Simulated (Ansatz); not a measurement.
Take ZnTe in the zinc blende structure (space group F-43m, No. 216; a = 6.0657 Å) as the base. Axes: x, y, z lie along the cube axes.

Method: Ansatz (a first-principles code) PBEsol, no spin-orbit coupling.

Before the change:

- Valence-band top at Γ: 0.00, 0.00, 0.00 eV
- Band gap: 1.24 eV

The change: a pure shear with ε_yz = ε_zy = 0.0073, atoms relaxed at fixed cell.

### Question
How does this affect the valence-band top at Γ and band gap?

### Answer
The valence-band top at Γ (three highest levels, from the VBM) changes from 0.00, 0.00, 0.00 eV to 0.00, -0.05, -0.10 eV; the band gap drops by 0.05 eV to 1.19 eV.

Spin-orbit coupling, missing from the scalar runs, can matter with Te. The cells carry an imposed strain or load. Whether these cells are dynamically stable was not tested.
